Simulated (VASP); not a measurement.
A run of VASP 6.6.1:

Contents of INCAR:

```
SYSTEM = MgS
PREC = Accurate
ENCUT = 520
EDIFF = 1E-6
ISMEAR = 0
SIGMA = 0.05
LREAL = .FALSE.
LASPH = .TRUE.
NELM = 60
ALGO = Fast
ISIF = 2
LWAVE = .FALSE.
LCHARG = .FALSE.
GGA = CA
```

The input KPOINTS:

```
Automatic mesh
0
G
  8 8 8
  0 0 0
```

The input POSCAR:

```
MgS
1.0
    0.0000000000      2.8331200468      2.8331200468
    2.8331200468      0.0000000000      2.8331200468
    2.8331200468      2.8331200468      0.0000000000
S Mg
1 1
Cartesian
    1.4165600234      1.4165600234      1.4165600234
    0.0000000000      0.0000000000      0.0000000000
```

Potentials or basis: VASP PAW LDA potentials, release 54 (S, Mg).

The run is started by

```bash
$ cat potpaw_LDA.54/S/POTCAR potpaw_LDA.54/Mg/POTCAR > POTCAR
$ mpirun -np 1 vasp_std > vasp.out
```

Hardware: 1 thread of Intel(R) Xeon(R) Platinum 8488C (Sapphire Rapids), with other jobs on the host.

Task: Estimate the wall time of this run.

Result: Wall time 16 s on 1 thread of Intel(R) Xeon(R) Platinum 8488C (Sapphire Rapids) (shared host), peak memory 0.14 GiB. Counts: scf iterations 14, k points 29.
